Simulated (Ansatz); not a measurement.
A run of Ansatz 0.2.0 is set up as follows.

File input.yaml:

```yaml
crystal:
  lattice:
    - [6.107, -1.51855, 0.0]
    - [6.107, 1.51855, 0.0]
    - [-1.3859888959, 0.0, 5.630008738]
  atoms:
    - { symbol: Ga, position: [0.34134, 0.34134, 0.68598] }
    - { symbol: Ga, position: [0.65866, 0.65866, 0.31402] }
    - { symbol: Ga, position: [0.9095, 0.9095, 0.2054] }
    - { symbol: Ga, position: [0.0905, 0.0905, 0.7946] }
    - { symbol: O, position: [0.5041, 0.5041, 0.7434] }
    - { symbol: O, position: [0.4959, 0.4959, 0.2566] }
    - { symbol: O, position: [0.8267, 0.8267, 0.4368] }
    - { symbol: O, position: [0.1733, 0.1733, 0.5632] }
    - { symbol: O, position: [0.8355, 0.8355, 0.8902] }
    - { symbol: O, position: [0.1645, 0.1645, 0.1098] }
hamiltonian:
  xc: rpbe
  pseudopotentials: { kind: paw }
  dispersion: d3bj
kpoints:
  mp_grid: { grid: [9, 9, 5] }
scf:
  occupations: { method: fermi_dirac, width: 0.05 }
output:
  forces: true
  stress: true
relax:
  f_tol: 0.01
  max_steps: 40
  cell: { stress_tol: 0.05 }
```

Potentials or basis: Ansatz PAW.

The run is started by

```sh
$ ansatz run input.yaml --threads 4 --pin off --max-ram 11264MiB --backend cpu --events-out ev --progress --plain --runs-dir out
```

(1) Estimate the band gap on the k mesh.

(2) Predict the space group after relaxing (to 0.05 Å).

(3) What does it give for the relaxed cell?

(4) What does it give for the relaxed volume?

Answers

(1) 2.63 eV.

(2) C2/m (No. 12).

(3) a = 6.182 Å, b = 6.182 Å, c = 5.795 Å, α = 103.40°, β = 103.40°, γ = 28.38°.

(4) 10.22 Å³/atom.

Caveat: odd divisions of the mesh miss points on the zone boundary, where band edges often lie, so the gap on the mesh can be too wide; the plane-wave basis is chosen anew once the cell has moved, so the energies of steps on either side of that aren't comparable; the pressure holds a Pulay correction of +0.7 GPa for the finite cutoff; the PAW data sets come from PBE, with cores solved anew for the run's functional, which leaves a small shift of forces and pressure.
